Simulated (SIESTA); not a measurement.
The system is HfO2.

```
Hf O
1.0
     4.81353    0.00000    0.00000
     0.00000    4.81353    0.00000
     0.00000    0.00000    3.20542
Hf O
2 4
Direct
  0.50000 0.50000 0.50000
  0.00000 0.00000 0.00000
  0.80504 0.19496 0.50000
  0.69496 0.69496 0.00000
  0.30504 0.30504 0.00000
  0.19496 0.80504 0.50000
```

Measurements of this composition are mostly on another form, of space group No. 14.

Base run:

```yaml
Program: SIESTA 5.4.2
Functional: LDA
Potentials_or_basis: PseudoDojo 0.4 standard (LDA files)
Basis: DZP (energy shift 0.003 Ry; two zetas on semicore shells)
Grid_cutoff: 800 Ry
Energy_shift: 0.003 Ry
k_mesh: 6 × 6 × 8
Occupations: fermi-dirac, width 0.05 eV
Spin: no spin polarisation
```

Its results: band gap on the k mesh 3.61 eV, direct; pressure -1.9 GPa; largest force 0.057 eV/Å.

The run is repeated on the same cell with these changes: functional from LDA to PBEsol; potentials or basis from PseudoDojo 0.4 standard (LDA files) to PseudoDojo 0.4 standard (PBEsol files). What comes out?

Band gap on the k mesh 3.70 eV, direct; pressure 4.4 GPa; largest force 0.003 eV/Å.

Caveats: short orbitals over semicore shells can move pressures by several GPa; spin-orbit coupling is left out, which moves the levels of the heavy elements; the basis of atomic orbitals isn't converged, which shifts pressures, moduli and gaps.

Not every run made on this cell is shown here.
